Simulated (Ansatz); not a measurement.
# PbS: the cost of one run

Method: reference: DFT, r2SCAN, plane waves, PAW, in Ansatz 0.2.0.

3 further runs of the same task are left out: 1 for a known fault of the program, 2 that didn't finish. Runs told in other sessions of the task aren't counted.

**1. The starting structure**

Symmetry: Pm-3m, No. 221, cubic system. The conventional cell has a = 3.635 Å, b = 3.635 Å, c = 3.635 Å, α = 90.00°, β = 90.00°, γ = 90.00°. Pb (site symmetry m-3m) is surrounded by 8 S at 3.15 Å. S (site symmetry m-3m) is surrounded by 8 Pb at 3.15 Å.

Coordinates:

```cif
data_structure
_symmetry_space_group_name_H-M 'Pm-3m'
_symmetry_Int_Tables_number 221
_cell_length_a 3.6351
_cell_length_b 3.6351
_cell_length_c 3.6351
_cell_angle_alpha 90.000
_cell_angle_beta 90.000
_cell_angle_gamma 90.000
_cell_volume 48.04
loop_
_atom_site_label
_atom_site_type_symbol
_atom_site_symmetry_multiplicity
_atom_site_Wyckoff_symbol
_atom_site_fract_x
_atom_site_fract_y
_atom_site_fract_z
_atom_site_occupancy
Pb1 Pb 1 a 0.00000 0.00000 0.00000 1
S1 S 1 b 0.50000 0.50000 0.50000 1
```

**2. Baseline**

input.yaml

```yaml
crystal:
  lattice:
    - [3.6351320118, 0.0, 0.0]
    - [0.0, 3.6351320118, 0.0]
    - [0.0, 0.0, 3.6351320118]
  atoms:
    - { symbol: Pb, position: [0.0, 0.0, 0.0] }
    - { symbol: S, position: [0.5, 0.5, 0.5] }
kpoints:
  mp_grid: { grid: [6, 6, 6] }
hamiltonian:
  xc: r2scan
scf:
  occupations: { method: fermi_dirac, width: 0.02 }
  n_extra_bands: 4
output:
  forces: true
  stress: true
  eigenvalues: true
```

Command:

```console
$ ansatz run input.yaml --threads 4 --pin off --max-ram 3686MiB --backend cpu --events-out ev --progress --plain --runs-dir out
```

**Question.** How long does this run take on 4 threads of Arm Neoverse N1, shared host, and how much memory does it need?

About 1.6 s, with a peak of 0.38 GiB.
